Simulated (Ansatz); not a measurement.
# AlP (F-43m): phonons against volume, part 3 of 4

Which modes of AlP drive its thermal expansion?

What experiment has found for this phase:
- heat capacity C_P per formula unit 42 J/mol/K and bulk modulus 86 GPa near room temperature (given in “High-Throughput Prediction of Finite-Temperature Properties using the Quasi-Harmonic Approximation”, 2016, arXiv:1603.06924)

Ansatz 0.2.0; DFT LDA, scalar-relativistic, plane waves, PAW.

So far. Step 7 (Lattice dynamics at this volume, V/V0 1.015): No mode is imaginary beyond numerical noise at the solved wavevectors. The highest zone-centre mode (no LO–TO term) moved by -1.8 % for a volume change of +1.5 %. Step 8 (A cell at another volume, V/V0 0.985): The run ends at a pressure of 1.40 GPa.

The database entry behind the starting cell differs from later determinations by our own check (0.1 to 0.3 % short, probably kX units), so it need not match the best structure at ambient conditions.

### Step 9. Lattice dynamics at this volume, V/V0 0.985

The same q-mesh and k-mesh are kept at every volume, so that much of their error can cancel in the differences.

input.yaml

```yaml
crystal:
  lattice:
    - [0.0, 2.703324678, 2.703324678]
    - [2.703324678, 0.0, 2.703324678]
    - [2.703324678, 2.703324678, 0.0]
  atoms:
    - { symbol: Al, position: [0.0, 0.0, 0.0] }
    - { symbol: P, position: [0.25, 0.25, 0.25] }
kpoints:
  mp_grid: { grid: [8, 8, 8] }
hamiltonian:
  xc: lda
scf:
  occupations: { method: fixed }
output:
  eigenvalues: true
phonons:
  method: dfpt
  dielectric: true
  rigid_motions: translations
  qmesh: [4, 4, 4]
  temperatures: { t_max: 1000, t_step: 50 }
  qpath:
    path:
      - [[0.0, 0.0, 0.0], [-0.5, -0.5, 0.0], [-0.375, -0.375, 0.25]]
      - [[-0.375, 0.0, 0.375], [0.0, 0.0, 0.0], [0.0, 0.0, 0.5], [-0.5, -0.25, 0.25], [-0.5, -0.5, 0.0]]
    npoints: 10
```

Run with:

```sh
ansatz run input.yaml --threads 4 --pin off --max-ram 16384MiB --backend cpu --events-out ev --progress --plain --runs-dir out
```

Numbers of over 12 decimals in the logs are rounded to 6 here.

The log of the run:

```text
[...]
Crystal: 2 atoms, lattice volume = 39.512 Å³
Basis set: ecut = 420 eV, 749 PW (Γ), exchange–correlation on 54×54×54 points (8 copies of the dense FFT grid, shifted against one another)
Bands: 8, of which v1, the nominal top of the filled ones, is band 4 counted from 1 (3 counted from 0)
Symmetry: 24 space group operations
k-points: 95 of 512 (irreducible under 4 space group operations, time reversal used)
[...]
optical modes at Γ + LO–TO along q̂ = [0.0000, 1.0000, 0.0000]:
      ω (cm⁻¹)  modes    IR ((D/Å)²/amu)
        448.35      2            15.6052
        501.71      1             7.8026
  optical modes at Γ + LO–TO along q̂ = [0.0000, 0.0000, 1.0000]:
      ω (cm⁻¹)  modes    IR ((D/Å)²/amu)
        448.35      2            15.6052
        501.71      1             7.8026
--- Phonons (arbitrary-q DFPT): 8 irreducible q on the 4×4×4 mesh ---
[...]
interpolated dispersion: 63 rows × 6 modes
[...]
[key lines of the parts left out:]
SCF converged after 7 iterations
Free energy (F): -1240.038751 eV
Fermi energy:    5.152602 eV
```

It took 36 s on 4 threads of Arm Neoverse V1, shared host; peak memory 0.68 GiB; 2.3 min of CPU time.

LO-TO term included. The phonon branches at the labelled points (cm⁻¹):

```csv
point,branch 1,branch 2,branch 3,branch 4,branch 5,branch 6
Γ,0,0,0,448,448,502
halfway,115,115,220,430,430,478
X,134,134,359,418,424,424
halfway,135,155,351,403,424,433
U,136,186,335,380,424,443
jump to K,136,186,335,380,424,443
halfway,97,146,223,436,436,459
Γ,0,0,0,448,448,502
halfway,82,82,214,440,440,472
L,99,99,338,412,437,437
halfway,133,169,315,391,430,444
W,170,190,329,364,427,440
halfway,151,161,344,391,428,433
X,134,134,359,418,424,424
```

The phonon branches as a text plot (rows in cm⁻¹):

```
    491 |******                   **********
    470 |      **                *          **
    449 |****    ***     ******************** *     ********
    429 |    ********************            ********************
    408 |             **     **                  ****         ***
    387 |               *****                        ****    *
    366 |            **                                  ****  **
    345 |           *  ****                      **         ***
    324 |         **       *                    *  *********
    303 |                   *                  *
    282 |        *           **               *
    261 |       *              *
    240 |                                    *
    219 |      *                *           *
    199 |                  **    *                       ***
    178 |    **         ***  **            *          ********
    157 |              *       ** **                 *  *   ***
    136 |   *   *************             *         * **      ***
    115 |      *             *** *  *             ****
     94 |  * **                 * **     *   ******
     73 |   *                    *         **
     52 | **                      ****  * *
     31 | *                         **   *
     10 |*                            ***
         Γ           X  U|K            Γ         L        W     X
```

No mode is imaginary beyond numerical noise at the solved wavevectors. The highest zone-centre mode (no LO–TO term) moved by +1.8 % for a volume change of -1.5 %.

### Step 10. A cell at another volume, V/V0 1.03

Symmetry fixes every atom, so a single point at the scaled cell gives the energy and pressure of this member.

The cell differs from the one that the last finished run ended in (a 3.823 → 3.880 Å, b 3.823 → 3.880 Å, c 3.823 → 3.880 Å).

input.yaml, the sections that differ from step 9:

```yaml
crystal:
  lattice:
    - [0.0, 2.743880587, 2.743880587]
    - [2.743880587, 0.0, 2.743880587]
    - [2.743880587, 2.743880587, 0.0]
  atoms:
    - { symbol: Al, position: [0.0, 0.0, 0.0] }
    - { symbol: P, position: [0.25, 0.25, 0.25] }
output:
  forces: true
  stress: true
  eigenvalues: true
# kpoints, hamiltonian, scf: as in step 9
# phonons: removed
```

The log of the run:

```text
[...]
Crystal: 2 atoms, lattice volume = 41.317 Å³
Basis set: ecut = 420 eV, 869 PW (Γ)
Bands: 8, of which v1, the nominal top of the filled ones, is band 4 counted from 1 (3 counted from 0)
Symmetry: 24 space group operations
[...]
k-points: 29 of 512 (time reversal used)
[...]
Free energy (F): -1240.031692 eV
[...]
Internal energy: -1240.031692 eV  (E = F + TS)
E sigma→0 (E₀):  -1240.031692 eV
Fermi energy:    4.720485 eV
[...]
--- Stress (GPa, compression-positive) ---
       -2.505343      -0.000000       0.000000
        0.000000      -2.505343       0.000000
       -0.000000       0.000000      -2.505343
  P = ⅓ Tr σ = -2.5053 GPa (-25.053 kbar)
--- Band table (eV; the first three rows and the last of 29) ---
[...]
[key lines of the parts left out:]
SCF converged after 6 iterations
```

Wall time 0.47 s (4 threads); peak memory 0.28 GiB; 1.4 s of CPU time.

The run ends at a pressure of -2.51 GPa.

### Step 11. Phonons, V/V0 1.03

The same q-mesh and k-mesh are kept at every volume, so that much of their error can cancel in the differences.

input.yaml, the sections that differ from step 10:

```yaml
output:
  eigenvalues: true
phonons:
  method: dfpt
  dielectric: true
  rigid_motions: translations
  qmesh: [4, 4, 4]
  temperatures: { t_max: 1000, t_step: 50 }
  qpath:
    path:
      - [[0.0, 0.0, 0.0], [-0.5, -0.5, 0.0], [-0.375, -0.375, 0.25]]
      - [[-0.375, 0.0, 0.375], [0.0, 0.0, 0.0], [0.0, 0.0, 0.5], [-0.5, -0.25, 0.25], [-0.5, -0.5, 0.0]]
    npoints: 10
# crystal, kpoints, hamiltonian, scf: as in step 10
```

The log of the run:

```text
[...]
Crystal: 2 atoms, lattice volume = 41.317 Å³
Basis set: ecut = 420 eV, 869 PW (Γ), exchange–correlation on 54×54×54 points (8 copies of the dense FFT grid, shifted against one another)
Bands: 8, of which v1, the nominal top of the filled ones, is band 4 counted from 1 (3 counted from 0)
Symmetry: 24 space group operations
k-points: 95 of 512 (irreducible under 4 space group operations, time reversal used)
[...]
optical modes at Γ + LO–TO along q̂ = [0.0000, 1.0000, 0.0000]:
      ω (cm⁻¹)  modes    IR ((D/Å)²/amu)
        424.72      2            15.9974
        479.23      1             7.9987
  optical modes at Γ + LO–TO along q̂ = [0.0000, 0.0000, 1.0000]:
      ω (cm⁻¹)  modes    IR ((D/Å)²/amu)
        424.72      2            15.9974
        479.23      1             7.9987
--- Phonons (arbitrary-q DFPT): 8 irreducible q on the 4×4×4 mesh ---
[...]
interpolated dispersion: 63 rows × 6 modes
[...]
[key lines of the parts left out:]
SCF converged after 7 iterations
Free energy (F): -1240.031693 eV
Fermi energy:    4.720477 eV
```

Elapsed: 37 s, on 4 threads; peak memory 0.7 GiB; 2.4 min of CPU time.

LO-TO term included. Phonon branches along the path, in cm⁻¹:

```csv
point,branch 1,branch 2,branch 3,branch 4,branch 5,branch 6
Γ,0,0,0,425,425,479
halfway,118,118,210,403,403,457
X,145,145,342,393,393,401
halfway,145,163,333,384,393,405
U,145,190,318,360,394,414
jump to K,145,190,318,360,394,414
halfway,101,147,214,410,410,436
Γ,0,0,0,425,425,479
halfway,86,86,205,414,414,450
L,107,107,331,386,410,410
halfway,139,172,305,367,402,416
W,175,196,312,347,396,411
halfway,159,168,327,373,399,403
X,145,145,342,393,393,401
```

The phonon branches as a text plot (rows in cm⁻¹):

```
    469 |******                   **********
    449 |      **                *          *
    429 |***     ***        *****   *******  **
    409 |   ****    ******** *******       **********************
    389 |       ****************                ****    ****** **
    369 |               *** *                       ****     **
    349 |            **    *                            *****   *
    329 |           *  ***                      ****         ***
    309 |         **      **                        *********
    290 |                   *                  *
    270 |        *           **               *
    250 |       *              *
    230 |                                    *
    210 |      *                *           *
    190 |                ******  *                     ******
    170 |    **        **      *           *          * *******
    150 |         **********    * **                ** *      ***
    130 |   *   **          ***  *        *        * **
    110 |    ***               **   *         *******
     90 |  *                     ***     *  **
     70 |   *                     ***      *
     50 | **                        **  * *
     30 | *                          *   *
     10 |*                            ***
         Γ           X  U|K            Γ         L        W     X
```

No mode is imaginary beyond numerical noise at the solved wavevectors. The highest zone-centre mode (no LO–TO term) moved by -3.5 % for a volume change of +3.0 %.

### Step 12. Single point at a scaled cell, V/V0 0.97

Symmetry fixes every atom, so a single point at the scaled cell gives the energy and pressure of this member.

The cell differs from the one that the last finished run ended in (a 3.880 → 3.804 Å, b 3.880 → 3.804 Å, c 3.880 → 3.804 Å).

input.yaml, the sections that differ from step 11:

```yaml
crystal:
  lattice:
    - [0.0, 2.6895319651, 2.6895319651]
    - [2.6895319651, 0.0, 2.6895319651]
    - [2.6895319651, 2.6895319651, 0.0]
  atoms:
    - { symbol: Al, position: [0.0, 0.0, 0.0] }
    - { symbol: P, position: [0.25, 0.25, 0.25] }
output:
  forces: true
  stress: true
  eigenvalues: true
# kpoints, hamiltonian, scf: as in step 11
# phonons: removed
```

The log of the run:

```text
[...]
Crystal: 2 atoms, lattice volume = 38.910 Å³
Basis set: ecut = 420 eV, 749 PW (Γ)
Bands: 8, of which v1, the nominal top of the filled ones, is band 4 counted from 1 (3 counted from 0)
Symmetry: 24 space group operations
[...]
k-points: 29 of 512 (time reversal used)
[...]
Free energy (F): -1240.030649 eV
[...]
Internal energy: -1240.030649 eV  (E = F + TS)
E sigma→0 (E₀):  -1240.030649 eV
Fermi energy:    5.305180 eV
[...]
--- Stress (GPa, compression-positive) ---
        2.920165       0.000000       0.000000
       -0.000000       2.920165       0.000000
       -0.000000       0.000000       2.920165
  P = ⅓ Tr σ = 2.9202 GPa (29.202 kbar)
--- Band table (eV; the first three rows and the last of 29) ---
[...]
[key lines of the parts left out:]
SCF converged after 6 iterations
```

The job ended after 0.46 s (4 threads; peak memory 0.27 GiB).

The run ends at a pressure of 2.92 GPa.

### Step 13. Lattice dynamics at this volume, V/V0 0.97

The same q-mesh and k-mesh are kept at every volume, so that much of their error can cancel in the differences.

input.yaml, the sections that differ from step 12:

```yaml
output:
  eigenvalues: true
phonons:
  method: dfpt
  dielectric: true
  rigid_motions: translations
  qmesh: [4, 4, 4]
  temperatures: { t_max: 1000, t_step: 50 }
  qpath:
    path:
      - [[0.0, 0.0, 0.0], [-0.5, -0.5, 0.0], [-0.375, -0.375, 0.25]]
      - [[-0.375, 0.0, 0.375], [0.0, 0.0, 0.0], [0.0, 0.0, 0.5], [-0.5, -0.25, 0.25], [-0.5, -0.5, 0.0]]
    npoints: 10
# crystal, kpoints, hamiltonian, scf: as in step 12
```

The log of the run:

```text
[...]
Crystal: 2 atoms, lattice volume = 38.910 Å³
Basis set: ecut = 420 eV, 749 PW (Γ), exchange–correlation on 54×54×54 points (8 copies of the dense FFT grid, shifted against one another)
Bands: 8, of which v1, the nominal top of the filled ones, is band 4 counted from 1 (3 counted from 0)
Symmetry: 24 space group operations
k-points: 95 of 512 (irreducible under 4 space group operations, time reversal used)
[...]
optical modes at Γ + LO–TO along q̂ = [0.0000, 1.0000, 0.0000]:
      ω (cm⁻¹)  modes    IR ((D/Å)²/amu)
        456.71      2            15.4757
        509.62      1             7.7379
  optical modes at Γ + LO–TO along q̂ = [0.0000, 0.0000, 1.0000]:
      ω (cm⁻¹)  modes    IR ((D/Å)²/amu)
        456.71      2            15.4757
        509.62      1             7.7379
--- Phonons (arbitrary-q DFPT): 8 irreducible q on the 4×4×4 mesh ---
[...]
interpolated dispersion: 63 rows × 6 modes
[...]
[key lines of the parts left out:]
SCF converged after 7 iterations
Free energy (F): -1240.030650 eV
Fermi energy:    5.305173 eV
```

Wall time 36 s (4 threads); peak memory 0.67 GiB.

LO-TO term included. Phonon branches along the path, in cm⁻¹:

```csv
point,branch 1,branch 2,branch 3,branch 4,branch 5,branch 6
Γ,0,0,0,457,457,510
halfway,113,113,224,440,440,486
X,129,129,365,424,435,435
halfway,131,151,357,409,435,443
U,133,183,341,386,434,453
jump to K,133,183,341,386,434,453
halfway,96,146,226,445,445,467
Γ,0,0,0,457,457,510
halfway,81,81,217,448,448,480
L,96,96,340,421,446,446
halfway,130,168,319,399,440,454
W,168,188,336,370,438,451
halfway,148,158,350,397,439,444
X,129,129,365,424,435,435
```

The phonon branches as a text plot (rows in cm⁻¹):

```
    499 |******                   **********
    478 |      **                *          **
    457 |****    ***    **************************************
    435 |    ********************              ** ***************
    414 |            ***     **                  *****        ***
    393 |               *****                         ***    *
    372 |            **                                  ****  **
    350 |           *  ****                      *          ***
    329 |         **       *                    * ***** ****
    308 |                   *                  *       *
    287 |        *           **               *
    265 |       *              *
    244 |                                    *
    223 |      *                *           *
    202 |                        *
    180 |    **          ******            *           ******
    159 |              **      *  **                 ** *******
    138 |   *    ************   *         *         * **      ***
    117 |      **            *** *  *              ***
     96 |  * **                 * **     *   *******
     74 |   *                    *         **
     53 | **                      ****  * *
     32 | *                         **   *
     11 |*                           ****
         Γ           X  U|K            Γ         L        W     X
```

No mode is imaginary beyond numerical noise at the solved wavevectors. The highest zone-centre mode (no LO–TO term) moved by +3.7 % for a volume change of -3.0 %.

### Step 14. A cell at another volume, V/V0 1.05

Symmetry fixes every atom, so a single point at the scaled cell gives the energy and pressure of this member.

The cell differs from the one that the last finished run ended in (a 3.804 → 3.905 Å, b 3.804 → 3.905 Å, c 3.804 → 3.905 Å).

input.yaml, the sections that differ from step 13:

```yaml
crystal:
  lattice:
    - [0.0, 2.7615266063, 2.7615266063]
    - [2.7615266063, 0.0, 2.7615266063]
    - [2.7615266063, 2.7615266063, 0.0]
  atoms:
    - { symbol: Al, position: [0.0, 0.0, 0.0] }
    - { symbol: P, position: [0.25, 0.25, 0.25] }
output:
  forces: true
  stress: true
  eigenvalues: true
# kpoints, hamiltonian, scf: as in step 13
# phonons: removed
```

The log of the run:

```text
[...]
Crystal: 2 atoms, lattice volume = 42.119 Å³
Basis set: ecut = 420 eV, 869 PW (Γ)
Bands: 8, of which v1, the nominal top of the filled ones, is band 4 counted from 1 (3 counted from 0)
Symmetry: 24 space group operations
[...]
k-points: 29 of 512 (time reversal used)
[...]
Free energy (F): -1240.015421 eV
[...]
Internal energy: -1240.015421 eV  (E = F + TS)
E sigma→0 (E₀):  -1240.015421 eV
Fermi energy:    4.540069 eV
[...]
--- Stress (GPa, compression-positive) ---
       -3.972832       0.000000      -0.000000
       -0.000000      -3.972832       0.000000
        0.000000       0.000000      -3.972832
  P = ⅓ Tr σ = -3.9728 GPa (-39.728 kbar)
--- Band table (eV; the first three rows and the last of 29) ---
[...]
[key lines of the parts left out:]
SCF converged after 6 iterations
```

The job ended after 0.48 s (4 threads; peak memory 0.28 GiB; 1.4 s of CPU time).

The run ends at a pressure of -3.97 GPa.

### Step 15. Phonons, V/V0 1.05

The same q-mesh and k-mesh are kept at every volume, so that much of their error can cancel in the differences.

input.yaml, the sections that differ from step 14:

```yaml
output:
  eigenvalues: true
phonons:
  method: dfpt
  dielectric: true
  rigid_motions: translations
  qmesh: [4, 4, 4]
  temperatures: { t_max: 1000, t_step: 50 }
  qpath:
    path:
      - [[0.0, 0.0, 0.0], [-0.5, -0.5, 0.0], [-0.375, -0.375, 0.25]]
      - [[-0.375, 0.0, 0.375], [0.0, 0.0, 0.0], [0.0, 0.0, 0.5], [-0.5, -0.25, 0.25], [-0.5, -0.5, 0.0]]
    npoints: 10
# crystal, kpoints, hamiltonian, scf: as in step 14
```

The log of the run:

```text
[...]
Crystal: 2 atoms, lattice volume = 42.119 Å³
Basis set: ecut = 420 eV, 869 PW (Γ), exchange–correlation on 54×54×54 points (8 copies of the dense FFT grid, shifted against one another)
Bands: 8, of which v1, the nominal top of the filled ones, is band 4 counted from 1 (3 counted from 0)
Symmetry: 24 space group operations
k-points: 95 of 512 (irreducible under 4 space group operations, time reversal used)
[...]
optical modes at Γ + LO–TO along q̂ = [0.0000, 1.0000, 0.0000]:
      ω (cm⁻¹)  modes    IR ((D/Å)²/amu)
        414.86      2            16.1729
        469.80      1             8.0865
  optical modes at Γ + LO–TO along q̂ = [0.0000, 0.0000, 1.0000]:
      ω (cm⁻¹)  modes    IR ((D/Å)²/amu)
        414.86      2            16.1729
        469.80      1             8.0865
--- Phonons (arbitrary-q DFPT): 8 irreducible q on the 4×4×4 mesh ---
[...]
interpolated dispersion: 63 rows × 6 modes
[...]
[key lines of the parts left out:]
SCF converged after 7 iterations
Free energy (F): -1240.015421 eV
Fermi energy:    4.540059 eV
```

Elapsed: 40 s, on 4 threads; peak memory 0.7 GiB; 2.5 min of CPU time.

[end of part 3 of 4]

[Logs are printed without paths, hosts, clocks, repeated set-up lines and the standing remarks that a program may print on its own settings, such as how far it seeks lower states.]

[Hosts, paths, dates, database ids (printed as entryN), source tags and the programs' standing remarks are cut or masked in the printed files.]

[A step with changed settings may run another functional than the one named; its input shows which.]

[Of the runs on displaced cells, only some may be shown.]
